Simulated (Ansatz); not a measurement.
# ZrC (Fm-3m) in Ansatz: a series of runs

One crystal, ZrC, is run at these levels: PBE; tasks: single point.

Everything below comes from runs of Ansatz 0.2.0. Logs are shortened: lines on timing, memory, paths and dates and some standing lists are left out, and cuts for length are marked.

## (1) Starting point

It takes space group Fm-3m (No. 225, cubic). Conventional cell: a = 4.730 Å, b = 4.730 Å, c = 4.730 Å, α = 90.00°, β = 90.00°, γ = 90.00°. Zr (site symmetry m-3m) is surrounded by 6 C at 2.37 Å. Around C (site symmetry m-3m) lie 6 Zr at 2.37 Å.

## (2) Single point, PBE

Input file input.yaml:

```yaml
crystal:
  lattice:
    - [0.0, 2.365, 2.365]
    - [2.365, 0.0, 2.365]
    - [2.365, 2.365, 0.0]
  atoms:
    - { symbol: Zr, position: [0.5, 0.5, 0.5] }
    - { symbol: C, position: [0.0, 0.0, 0.0] }
kpoints:
  mp_grid: { grid: [7, 7, 7] }
scf:
  occupations: { method: fermi_dirac, width: 0.03 }
hamiltonian:
  xc: pbe
  pseudopotentials: { kind: all_electron, lapw: { basis_error: 0.003 } }
output:
  forces: true
  stress: true
  eigenvalues: true
```

Potentials or basis: all-electron LAPW, scalar-relativistic.

The run is started by

```
$ ansatz run input.yaml --threads 1 --pin off --max-ram 3072MiB --backend cpu --events-out ev --progress --plain --runs-dir out
```

The log of the run:

```text
Warning: RAYON_NUM_THREADS=1 ignored (pool sized by the plan → 1); use --threads N
LAPW: plane waves up to 7.653 Å⁻¹, error target 3.0e-3 eV per atom; small_component_spin mean_spin; C in spheres of 1.042 Å, 6 of its electrons in bands, Dirac shells []; Zr in spheres of 1.323 Å, 28 of its electrons in bands, Dirac shells [] (how accurate: hamiltonian.pseudopotentials.lapw.basis_error, Limitations)
Engine: ansatz 0.2.0, aarch64-unknown-linux-gnu
Pseudopotentials: kind: all_electron
Pseudopotential: Zr, LAPW, valence charge 28, lapw/all_electron/scalar/gaussian/Zr, Koelling and Harmon's equation, gaussian nucleus
Pseudopotential: C, LAPW, valence charge 6, lapw/all_electron/scalar/gaussian/C, Koelling and Harmon's equation, gaussian nucleus
Functional definition: PBE
  parameter kappa = 0.804
  parameter beta = 0.06672455060314922
  exchange = pbe_x(kappa = kappa, mu = beta*pi^2/3)
  correlation = pbe_c(beta = beta)
Crystal: 2 atoms, lattice volume = 26.456 Å³
Basis set: ecut = 223.1208737108255 eV, 181 PW (Γ), exchange–correlation at level 2
Bands: 21, of which v1, the nominal top of the filled ones, is band 17 counted from 1 (16 counted from 0)
Symmetry: 48 space group operations
Space group: Fm-3m (ITA 225), of the structure as read, at distance tolerance 3.0e-5 Å
k-points: 20 of 343
Non-local potential: Zr, projectors of the file, none
Non-local potential: C, projectors of the file, none
Initial density: superposition of atomic densities (chi_scale 0.1, normalization cell, long waves kept (reshape's long-wave potential 0.00 eV rms))
Initial wavefunctions: plane waves of lowest kinetic energy (no species holds an atomic orbital)
Functional: x = pbe(κ = 0.804, μ = 0.2195149727645171), c = pbe(β = 0.06672455060314922)
iter 1 solved again at ethr=1.66e-2 eV; its pass at ethr=1.00e-1 eV (dr2=5.65e0 eV) is discarded
SCF iter   1: F=—  HF=-98967.558035 eV  |F-HF|=—  |Δ(HF+E_count)|=         —  Δρ=1.21e-1  dr2=5.65e0  ethr=1.66e-2  ⟨swp⟩=2.0  Hψ=2755  notcnv=0
preconditioner: auto → none  [insulator: Δε(μ)=0.342 eV  Ē_g=18.222 eV  σ=0.030 eV  W_gap=0.51  n_scr=14 (ndim 8)  ℏωp=27.0 eV  f_vac=0.000  D(μ)=0.31/eV (n_scr^D=0)  ε∞_Penn≈3.2]
SCF iter   2: F=—  HF=-98967.070095 eV  |F-HF|=—  |Δ(HF+E_count)|=   4.88e-1  Δρ=8.90e-2  dr2=2.88e0  ethr=1.66e-2  ⟨swp⟩=2.9  Hψ=1234  notcnv=0
iter 3 solved again at ethr=7.64e-5 eV; its pass at ethr=8.47e-3 eV (dr2=2.60e-2 eV) is discarded
SCF iter   3: F=—  HF=-98965.687881 eV  |F-HF|=—  |Δ(HF+E_count)|=    1.38e0  Δρ=1.09e-2  dr2=2.61e-2  ethr=7.64e-5  ⟨swp⟩=2.1  Hψ=2138  notcnv=0
SCF iter   4: F=—  HF=-98965.685810 eV  |F-HF|=—  |Δ(HF+E_count)|=         —  Δρ=3.47e-3  dr2=4.11e-3  ethr=7.64e-5  ⟨swp⟩=2.0  Hψ=1376  notcnv=0
the basis was enlarged: its passes take 85.0 KiB over the memory plan, 1 of 1 planned eigensolver slots
SCF iter   5: F=—  HF=-98965.685096 eV  |F-HF|=—  |Δ(HF+E_count)|=   7.15e-4  Δρ=1.35e-3  dr2=4.04e-4  ethr=1.21e-5  ⟨swp⟩=2.0  Hψ=1301  notcnv=0
SCF iter   6: F=—  HF=-98965.684226 eV  |F-HF|=—  |Δ(HF+E_count)|=   8.70e-4  Δρ=2.58e-4  dr2=1.69e-5  ethr=1.19e-6  ⟨swp⟩=2.4  Hψ=1304  notcnv=0
SCF iter   7: F=—  HF=-98965.684195 eV  |F-HF|=—  |Δ(HF+E_count)|=   3.11e-5  Δρ=7.94e-5  dr2=1.55e-6  ethr=4.97e-8  ⟨swp⟩=2.1  Hψ=1297  notcnv=0
SCF iter   8: F=-98965.684192 eV  HF=-98965.684192 eV  |F-HF|=5.27e-9  |Δ(HF+E_count)|=   2.52e-6  Δρ=3.66e-6  dr2=2.60e-9  ethr=4.55e-9  ⟨swp⟩=2.4  Hψ=1304  notcnv=0
SCF 1 converged in 8 iterations: F = -98965.684192 eV  dr2 = 2.60e-9
SCF converged after 8 iterations
Free energy (F): -98965.684192 eV
Harris-Foulkes:  -98965.684192 eV  (|F-HF|=5.27e-9)
Internal energy: -98965.682357 eV  (E = F + TS)
E sigma→0 (E₀):  -98965.683274 eV
Entropy (-TS):   -0.001835 eV (-0.918 meV/atom)
Fermi energy:    16.114693 eV
--- Per-component energies (eV) ---
  E_band       = -3812.688715
  E_kinetic    = 102182.938866
  E_xc         = -3258.144172
  E_electrostatic = -197890.477051  (all electrons and nuclei)
  E_smearing   = -0.001835  (= −TS)
  E_closure    = 0.000000  (closes the sum)
  E_atoms      = -98947.444364  (free atoms, spherical and without spin; not in F)
  Σ components = -98965.684192   (vs F -98965.684192, Δ=0.00e0)
  Basis errors (estimates in eV, not in F): energy 1.1e-3 per atom: plane waves 9.6e-4 (5.4e-4 summed), levels above the bands 1.5e-43, relativity 4.1e-8, radial functions 1.2e-4, core shells 3.2e-6; eigenvalues (radial functions only) 5.7e-6; not estimated: angular momenta, meshes, grids; target (lapw.basis_error) 3.0e-3; muffin-tin radii C 1.042 Å, Zr 1.323 Å
--- Forces (eV/Å), atoms counted from 1 ---
  atom   1  Zr     0.00000000     0.00000000     0.00000000
  atom   2  C     -0.00000000     0.00000000     0.00000000
  max |Σ_I F_I| component: 4.11e-31 eV/Å
--- Stress (GPa, compression-positive) ---
       -2.914223      -0.000000       0.000000
       -0.000000      -2.914223      -0.000000
        0.000000      -0.000000      -2.914223
  P = ⅓ Tr σ = -2.9142 GPa (-29.142 kbar)
--- Band table (eV; the first three rows and the last of 20) ---
  k-point 0: bands = ["-294.7538", "-294.7538", "-294.7538", "-248.4687", "-151.9199", "-151.9199", "-151.9199", "-151.9073", "-151.9073", "-31.9988", "-9.7237", "-9.7237", "-9.7237", "4.9333", "17.1053", "17.1053", "17.1053", "17.2595", "17.2595", "17.2595", "18.9295"]
  k-point 1: bands = ["-294.7538", "-294.7538", "-294.7538", "-248.4687", "-151.9199", "-151.9199", "-151.9199", "-151.9073", "-151.9073", "-31.9814", "-9.8830", "-9.7379", "-9.7379", "5.3694", "15.1497", "15.5877", "15.5877", "17.8539", "17.8539", "18.3024", "20.7742"]
  k-point 2: bands = ["-294.7538", "-294.7538", "-294.7538", "-248.4687", "-151.9199", "-151.9199", "-151.9199", "-151.9073", "-151.9073", "-31.9421", "-10.2243", "-9.7696", "-9.7696", "6.4704", "12.9415", "14.1540", "14.1540", "19.0372", "19.0372", "19.1785", "23.4871"]
  k-point 19: bands = ["-294.7538", "-294.7538", "-294.7538", "-248.4687", "-151.9199", "-151.9199", "-151.9199", "-151.9073", "-151.9073", "-31.8772", "-10.2306", "-10.2021", "-9.9581", "6.8307", "13.1204", "13.8417", "14.1222", "18.7796", "19.9821", "21.6288", "23.1827"]
```

Wall time 2.4 s (1 thread of Arm Neoverse V2, shared host); peak memory 0.23 GiB.

Results:

| Item | Value |
| --- | --- |
| Free energy | -98965.6842 eV |
| Pressure | -2.9 GPa |
| Band gap on the k mesh | none (metal or under the smearing width) |

Caveat: the k mesh is thin for a metal, which can move the energy by tens of meV per atom.

## (3) Single point, PBE

Input file input.yaml:

```yaml
crystal:
  lattice:
    - [0.0, 2.365, 2.365]
    - [2.365, 0.0, 2.365]
    - [2.365, 2.365, 0.0]
  atoms:
    - { symbol: Zr, position: [0.5, 0.5, 0.5] }
    - { symbol: C, position: [0.0, 0.0, 0.0] }
kpoints:
  mp_grid: { grid: [10, 10, 10] }
scf:
  occupations: { method: gaussian, width: 0.022 }
hamiltonian:
  xc: pbe
  pseudopotentials: { kind: all_electron, lapw: { basis_error: 0.001 } }
output:
  forces: true
  stress: true
  eigenvalues: true
```

Potentials or basis: all-electron LAPW, scalar-relativistic.

The run is started by

```
$ ansatz run input.yaml --threads 1 --pin off --max-ram 3072MiB --backend cpu --events-out ev --progress --plain --runs-dir out
```

It took 5.7 s on 1 thread of Arm Neoverse V2, shared host; peak memory 0.28 GiB.

Results (log left out):

| Item | Value |
| --- | --- |
| Free energy | -98965.6883 eV |
| Pressure | -2.9 GPa |

Levels at points of the mesh, in eV from the Fermi level:
```csv
k point,band 15,band 16,band 17,band 18,band 19,band 20,band 21,band 22
"(0.00, 0.00, 0.00)",-11.23,0.94,0.94,0.94,1.10,1.10,1.10,2.77
"(0.00, 0.00, -0.50)",-8.25,-5.21,-2.86,-2.86,4.41,4.41,5.22,6.45
"(0.00, -0.50, -0.50)",-10.06,-2.08,-1.69,0.05,0.05,4.36,5.54,5.54
```

## (4) Single point, PBE

Changes to input.yaml since step 3:

```diff
@@ -11,3 +11,3 @@
 scf:
-  occupations: { method: gaussian, width: 0.022 }
+  occupations: { method: gaussian, width: 0.013 }
 hamiltonian:
```

The run is started by

```
$ ansatz run input.yaml --threads 1 --pin off --max-ram 3072MiB --backend cpu --events-out ev --progress --plain --runs-dir out
```

Wall time 5.7 s (1 thread of Arm Neoverse V2, shared host); peak memory 0.28 GiB.

The run converged. Its results:

```yaml
Free_energy: -98965.6883 eV
Pressure: -2.9 GPa
```

Levels at points of the mesh, in eV from the Fermi level:
```tsv
k point	band 14	band 15	band 16	band 17	band 18	band 19	band 20	band 21	band 22
(0.00, 0.00, 0.00)	-25.88	-11.23	0.94	0.94	0.94	1.10	1.10	1.10	2.77
(0.00, 0.00, -0.50)	-25.96	-8.25	-5.21	-2.86	-2.86	4.41	4.41	5.23	6.46
(0.00, -0.50, -0.50)	-26.15	-10.05	-2.08	-1.69	0.05	0.05	4.36	5.54	5.54
```

## (5) Single point, PBE

Changes to input.yaml since step 4:

```diff
@@ -11,3 +11,3 @@
 scf:
-  occupations: { method: gaussian, width: 0.013 }
+  occupations: { method: gaussian, width: 0.018 }
 hamiltonian:
```

The run is started by

```
$ ansatz run input.yaml --threads 1 --pin off --max-ram 3072MiB --backend cpu --events-out ev --progress --plain --runs-dir out
```

Wall time 5.7 s (1 thread of Arm Neoverse V2, shared host); peak memory 0.28 GiB.

The run converged. Its results:

```yaml
Free_energy: -98965.6883 eV
Pressure: -2.9 GPa
```

Levels at points of the mesh, in eV from the Fermi level:
| k point | band 16 | band 17 | band 18 | band 19 | band 20 | band 21 |
| --- | --- | --- | --- | --- | --- | --- |
| (0.00, 0.00, 0.00) | 0.94 | 0.94 | 0.94 | 1.10 | 1.10 | 1.10 |
| (0.00, 0.00, -0.50) | -5.21 | -2.86 | -2.86 | 4.41 | 4.41 | 5.22 |
| (0.00, -0.50, -0.50) | -2.08 | -1.69 | 0.05 | 0.05 | 4.36 | 5.54 |

## (6) The runs side by side

| k mesh | cutoff (eV) | smearing | basis error allowed | pressure (GPa) |
| --- | --- | --- | --- | --- |
| 7 × 7 × 7 | 223 | fermi-dirac 0.03 eV | 0.003 eV/atom | -2.9 |
| 10 × 10 × 10 | 254 | gaussian 0.022 eV | 0.001 eV/atom | -2.9 |
| 10 × 10 × 10 | 254 | gaussian 0.013 eV | 0.001 eV/atom | -2.9 |
| 10 × 10 × 10 | 254 | gaussian 0.018 eV | 0.001 eV/atom | -2.9 |

Alike in all rows: task single point; level PBE; potentials or basis all-electron LAPW, scalar-relativistic; no spin polarisation; cell as given.

Caveats: the k mesh is thin for a metal, which can move the energy by tens of meV per atom (some runs).

Compare energies only between runs with the same functional and basis.
